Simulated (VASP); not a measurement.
# KI (Fm-3m) in VASP: further runs

The runs below take KI through relaxation of the atoms, with PBE.

All numbers are computed with VASP 6.6.1; they aren't measurements. Logs are shortened: lines on timing, memory, paths and dates and some standing lists are left out, and cuts for length are marked.

## 1. The undisturbed crystal

The structure is cubic, space group Fm-3m (No. 225). Conventional cell: a = 7.066 Å, b = 7.066 Å, c = 7.066 Å, α = 90.00°, β = 90.00°, γ = 90.00°. K (site symmetry m-3m) has 6 I at 3.53 Å as nearest neighbours. I (site symmetry m-3m) is surrounded by 6 K at 3.53 Å.

## 2. Relaxation of the atoms, PBE (a relaxed cell with its volume scaled by 1.04)

File INCAR:

```
SYSTEM = KI
ALGO     = Normal         ! electronic algorithm
EDIFF    = 1E-7           ! SCF threshold, eV
EDIFFG   = -0.01          ! ionic threshold
ENCUT    = 300            ! plane-wave cutoff, eV
GGA      = PE             ! functional
IBRION   = 2              ! ionic algorithm
ISIF     = 2              ! what is computed and relaxed
ISMEAR   = 0              ! smearing method
LASPH    = .True.         ! aspherical terms in the spheres
LCHARG   = .False.        ! write CHGCAR
LREAL    = .False.        ! projectors in reciprocal space
LWAVE    = .False.        ! write WAVECAR
NELM     = 80             ! most SCF steps
NSW      = 40             ! ionic steps
PREC     = Accurate       ! precision mode
SIGMA    = 0.03           ! smearing width, eV
```

File KPOINTS:

```
k-points
0
Gamma
  4 4 4
  0 0 0
```

File POSCAR:

```
KI                                      
1.0
    0.0000000000      3.6538130589      3.6538130589
    3.6538130589      0.0000000000      3.6538130589
    3.6538130589      3.6538130589      0.0000000000
  K               I             
     1     1
Direct
     0.0000000000000000    0.0000000000000000    0.0000000000000000
     0.5000000000000000    0.5000000000000000    0.5000000000000000
```

Potentials or basis: VASP PAW PBE potentials, release 64 (K_pv, I).

Run with:

```console
cat potpaw_PBE.64/K_pv/POTCAR potpaw_PBE.64/I/POTCAR > POTCAR
mpirun -np 1 vasp_std > vasp.out
```

OUTCAR:

```text
SYSTEM = KI
   EDIFF = 1E-7
   EDIFFG = -0.01
   ENCUT = 300
   GGA = PE
   IBRION = 2
   ISIF = 2
   ISMEAR = 0
   LASPH = .True.
   LREAL = .False.
   NELM = 80
   NSW = 40
   PREC = Accurate

 ion  position               nearest neighbor table
   1  0.000  0.000  0.000-   2 3.65   2 3.65   2 3.65   2 3.65   2 3.65   2 3.65
   2  0.500  0.500  0.500-   1 3.65   1 3.65   1 3.65   1 3.65   1 3.65   1 3.65

  LATTYP: Found a face centered cubic cell.
 ALAT       =     7.3076261178

  Lattice vectors:

 A1 = (   0.0000000000,   3.6538130589,   3.6538130589)
 A2 = (   3.6538130589,   0.0000000000,   3.6538130589)
 A3 = (   3.6538130589,   3.6538130589,   0.0000000000)

Analysis of symmetry for initial positions (statically):
=====================================================================
 Subroutine PRICEL returns:
 Original cell was already a primitive cell.

 Routine SETGRP: Setting up the symmetry group for a
 face centered cubic supercell.

 Subroutine GETGRP returns: Found 48 space group operations
 (whereof 48 operations were pure point group operations)
 out of a pool of 48 trial point group operations.

The static configuration has the point symmetry O_h .

Analysis of symmetry for dynamics (positions and initial velocities):
=====================================================================
 Subroutine PRICEL returns:
 Original cell was already a primitive cell.

 Routine SETGRP: Setting up the symmetry group for a
 face centered cubic supercell.

 Subroutine GETGRP returns: Found 48 space group operations
 (whereof 48 operations were pure point group operations)
 out of a pool of 48 trial point group operations.

The dynamic configuration has the point symmetry O_h .

 Subroutine INISYM returns: Found 48 space group operations
 (whereof 48 operations are pure point group operations),
 and found     1 'primitive' translations

----------------------------------------------------------------------------------------

                                     Primitive cell

  volume of cell :      97.5594

  direct lattice vectors                    reciprocal lattice vectors
     0.000000000  3.653813059  3.653813059    -0.136843345  0.136843345  0.136843345
     3.653813059  0.000000000  3.653813059     0.136843345 -0.136843345  0.136843345
     3.653813059  3.653813059  0.000000000     0.136843345  0.136843345 -0.136843345

  length of vectors
     5.167271982  5.167271982  5.167271982     0.237019626  0.237019626  0.237019626

  position of ions in fractional coordinates (direct lattice)
     0.000000000  0.000000000  0.000000000
[... 74 lines left out ...]
   EMIN   =  10.00;   EMAX   =-10.00  energy-range for DOS
   EFERMI =   0.00;   METHOD = LEGACY
   ISMEAR =     0;   SIGMA  =   0.03  broadening in eV -4-tet -1-fermi 0-gaus
   EFERMI_NEDOS =   21; number of points for ismear=-14 and -15
   IALGO  =     38    algorithm
   IMIX   =      4    mixing-type and parameters
     AMIX     =   0.40;   BMIX     =  1.00
     AMIX_MAG =   1.60;   BMIX_MAG =  1.00
  volume/ion in A,a.u.               =      48.78       329.18
  Fermi-wavevector in a.u.,A,eV,Ry     =   0.857093  1.619671  9.994950  0.734608
  Thomas-Fermi vector in A             =   1.974094
   LORBIT       =      0    0 simple, 1 ext, 2 COOP (PROOUT), +10 PAW based schemes
   GGA     = PE    functional components
   LHFCALC =     F    Hartree Fock is set to
   AEXX    =    0.0000 exact exchange contribution
   IVDW    =     0    specifies the selected vdW correction
   LEPSILON=     F    determine dielectric tensor
   LRPA    =     F    only Hartree local field effects (RPA)
 conjugate gradient relaxation of ions
 non-spin polarized calculation
 Gauss-broadening in eV      SIGMA  =   0.03
  energy-cutoff  :      300.00
  volume of cell :       97.56
 maximum number of plane-waves:      1174
 NGX is ok and might be reduce to    30
   NGX = 15   NGY = 15   NGZ = 15

 number of electron      14.0000004 magnetization

 Free energy of the ion-electron system (eV)
  ---------------------------------------------------
  ext. energy  EPLUGINS =         0.00000000
  ---------------------------------------------------
  free energy    TOTEN  =        -5.52660274 eV

  energy without entropy =       -5.52660274  energy(sigma->0) =       -5.52660274

 E-fermi :  -1.5531     XC(G=0):  -6.7696

 val. band max:       -1.7124688967   @ k =   0.0000   0.0000   0.0000
 cond. band min:       2.0252736708   @ k =   0.0000   0.0000   0.0000
 fundamental gap:      3.7377425675
 Fermi energy:        -1.5530788571

 k-point     1 :       0.0000    0.0000    0.0000
  band No.  band energies     occupation
      1     -13.8754      2.00000
      2     -13.8754      2.00000
      3     -13.8754      2.00000
      4     -12.0820      2.00000
      5      -1.7125      2.00000
      6      -1.7125      2.00000
      7      -1.7125      2.00000
      8       2.0253      0.00000
      9       4.8059      0.00000
     10       4.8059      0.00000
     11       4.8059      0.00000
[... 85 lines left out ...]
 k-point     8 :      -0.2500    0.5000    0.2500
  band No.  band energies     occupation
      1     -13.9025      2.00000
      2     -13.8954      2.00000
      3     -13.8954      2.00000
      4     -11.9419      2.00000
      5      -2.3277      2.00000
      6      -2.3277      2.00000
      7      -2.2034      2.00000
      8       4.6461      0.00000
      9       4.6922      0.00000
     10       4.6922      0.00000
     11       6.1008      0.00000

------------------------ aborting loop because EDIFF is reached ----------------------------------------

  FORCE on cell =-STRESS in cart. coord.  units (eV):
  Direction    XX          YY          ZZ          XY          YZ          ZX
  --------------------------------------------------------------------------------------
  -------------------------------------------------------------------------------------
  Total       -0.2344978     -0.2344978     -0.2344978      0.0000000      0.0000000      0.0000000
  in kB       -3.8510609     -3.8510609     -3.8510609      0.0000000      0.0000000      0.0000000
  external PRESSURE =      -3.8510609 kB  Pullay stress =       0.0000000 kB

 VOLUME and BASIS-vectors are now :
 -----------------------------------------------------------------------------
  energy-cutoff  :      300.00
  volume of cell :       97.56
      direct lattice vectors                 reciprocal lattice vectors
     0.000000000  3.653813059  3.653813059    -0.136843345  0.136843345  0.136843345
     3.653813059  0.000000000  3.653813059     0.136843345 -0.136843345  0.136843345
     3.653813059  3.653813059  0.000000000     0.136843345  0.136843345 -0.136843345

 POSITION                                       TOTAL-FORCE (eV/Angst)
 -----------------------------------------------------------------------------------
      0.00000      0.00000      0.00000        -0.000000     -0.000000     -0.000000
      3.65381      3.65381      3.65381         0.000000      0.000000      0.000000
 -----------------------------------------------------------------------------------
    total drift:                               -0.000000     -0.000000      0.000000

  FREE ENERGIE OF THE ION-ELECTRON SYSTEM (eV)
  ---------------------------------------------------
  free  energy   TOTEN  =        -5.5266027383 eV

  energy  without entropy=       -5.5266027383  energy(sigma->0) =       -5.52660274

 reached required accuracy - stopping structural energy minimisation
```

CONTCAR:

```text
KI
   1.00000000000000
     0.0000000000000000    3.6538130589000000    3.6538130589000000
     3.6538130589000000    0.0000000000000000    3.6538130589000000
     3.6538130589000000    3.6538130589000000    0.0000000000000000
  K               I
     1     1
Direct
     0.0000000000000000    0.0000000000000000    0.0000000000000000
     0.5000000000000000    0.5000000000000000    0.5000000000000000

  0.00000000E+00  0.00000000E+00  0.00000000E+00
  0.00000000E+00  0.00000000E+00  0.00000000E+00
```

Wall time 8.2 s (1 thread of AMD EPYC 7R13 (Zen 3), shared host); peak memory 0.13 GiB.

What came out:

| Item | Value |
| --- | --- |
| Free energy | -5.5266 eV |
| Pressure after relaxing | -0.4 GPa |
| Band gap on the k mesh | 3.74 eV, direct |

Final structure:
```
K I
1.0
     0.00000    3.65381    3.65381
     3.65381    0.00000    3.65381
     3.65381    3.65381    0.00000
K I
1 1
Direct
  0.00000 0.00000 0.00000
  0.50000 0.50000 0.50000
```

Caveat: the relaxation stopped at its first step, so nothing moved; spin-orbit coupling is left out, which moves the levels of the heavy elements.

## 3. Relaxation of the atoms, PBE (a relaxed cell with its volume scaled by 1.06)

INCAR is that of step 2.

KPOINTS is that of step 2.

File POSCAR:

```
KI                                      
1.0
    0.0000000000      3.6770863810      3.6770863810
    3.6770863810      0.0000000000      3.6770863810
    3.6770863810      3.6770863810      0.0000000000
  K               I             
     1     1
Direct
     0.0000000000000000    0.0000000000000000    0.0000000000000000
     0.5000000000000000    0.5000000000000000    0.5000000000000000
```

Potentials or basis: VASP PAW PBE potentials, release 64 (K_pv, I).

Run with:

```console
cat potpaw_PBE.64/K_pv/POTCAR potpaw_PBE.64/I/POTCAR > POTCAR
mpirun -np 1 vasp_std > vasp.out
```

It took 8.2 s on 1 thread of AMD EPYC 7R13 (Zen 3), shared host; peak memory 0.13 GiB.

Results (log left out):

| Property | Result |
| --- | --- |
| Free energy | -5.5213 eV |
| Pressure after relaxing | -0.5 GPa |
| Band gap on the k mesh | 3.70 eV, direct |

Final structure:
```
K I
1.0
     0.00000    3.67709    3.67709
     3.67709    0.00000    3.67709
     3.67709    3.67709    0.00000
K I
1 1
Direct
  0.00000 0.00000 0.00000
  0.50000 0.50000 0.50000
```

Levels at points of the mesh, in eV from the valence-band top:
```
           k point  band 3  band 4  band 5  band 6  band 7  band 8  band 9  band 10  band 11
(0.00, 0.00, 0.00)  -12.20  -10.35    0.00    0.00    0.00    3.70    6.52     6.52     6.52
(0.50, 0.00, 0.00)  -12.20  -10.19   -1.07   -0.25   -0.25    5.39    7.31     7.90     7.90
(0.50, 0.50, 0.00)  -12.21  -10.24   -0.82   -0.30   -0.30    5.09    5.48     7.99     8.23
```

Caveat: the relaxation stopped at its first step, so nothing moved; spin-orbit coupling is left out, which moves the levels of the heavy elements.
